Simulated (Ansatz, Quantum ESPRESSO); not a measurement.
# GaAs (111), zinc blende: a film clamped to its substrate

A thin film takes the in-plane lattice of its substrate and is free along the normal. How do the free axis and the stress follow the misfit? The strained cell has c along the film normal; unstrained it is a = 4.0028 Å, b = 4.0028 Å, c = 9.8048 Å, α = 90.00°, β = 90.00°, γ = 120.00°, with 6 atoms.

Calculated with Quantum ESPRESSO 7.5, PBEsol, PseudoDojo 0.4.1 norm-conserving potentials, cutoff 1170 eV, Fermi–Dirac smearing 0.02 eV, k-mesh 8×8×3, no spin polarisation, no spin-orbit coupling.

Relaxed positions at 0 %:

```csv
atom,x,y,z
As,0.0000,0.0000,0.7500
As,0.3333,0.6667,0.0833
As,0.6667,0.3333,0.4167
Ga,0.0000,0.0000,0.0000
Ga,0.3333,0.6667,0.3333
Ga,0.6667,0.3333,0.6667
```

```csv
ε∥ (%),a (Å),c (Å),ε⊥ (%),"σ (GPa, tension positive)"
−3,3.8827,9.9453,1.433,−5.43
−2,3.9228,9.8956,0.925,−3.50
0,4.0028,9.8043,−0.005,−0.02
1,4.0428,9.7587,−0.471,1.51
2,4.0829,9.7146,−0.920,2.87
3,4.1229,9.6740,−1.334,4.12
```

**Question.** Fit both responses and give the free strain and the stress at −1 %, a row left out above.

Least squares with y = y0 + y1 ε + y2 ε² (ε in %) gives ε⊥ = −0.016 + (−0.4612) ε + (0.0068) ε² and σ = −0.02 + (1.592) ε + (−0.071) ε² GPa. The linear terms put the ratio of free to applied strain at −0.461 and the biaxial modulus at 159 GPa.

At −1 % the free strain comes out as 0.452 %. The run itself gives 0.445 %, so the estimate misses by 0.007 %; the fitted rows themselves lie up to 0.011 % off the law.

The stress comes out as −1.68 GPa. The run itself gives −1.69 GPa, so the estimate misses by 0.01 GPa, a rounding's worth.

The negative ε² term means that the crystal stiffens in compression and softens in tension.

The same fit over all rows at other levels or in other programs gives the strain ratio = −0.469 with PBEsol (Quantum ESPRESSO, GBRV) and −0.458 with PBEsol (Ansatz).

[Logs are printed without paths, hosts, clocks, repeated set-up lines and the standing remarks that a program may print on its own settings, such as how far it seeks lower states.]
